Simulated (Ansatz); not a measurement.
# ZnTe: response to strain

Base system: ZnTe in the zinc blende structure (space group F-43m, No. 216; a = 6.066 Å). Axes: x, y, z lie along the cube axes.

Strains are applied to the cell and any free atomic positions relax; under biaxial strain the out-of-plane vector relaxes too.

Method: PBEsol/PAW in Ansatz (a quantum-chemistry and plane-wave program), no spin-orbit coupling.

Candidates:
(a) uniaxial strain ε_zz = −2.75 %
(b) biaxial strain +1.06 %, plane normal [001], relaxed out of plane
(c) isotropic strain +0.78 %

Notes on the quantities. energy relative to the base: free energy F.

Problem. Order them by energy relative to the base, highest first.

Solution. (a) uniaxial strain ε_zz = −2.75 % (+4.8 meV/atom), (c) isotropic strain +0.78 % (+2.3 meV/atom), (b) biaxial strain +1.06 %, plane normal [001], relaxed out of plane (+1.3 meV/atom)

No phonon test of stability was made.
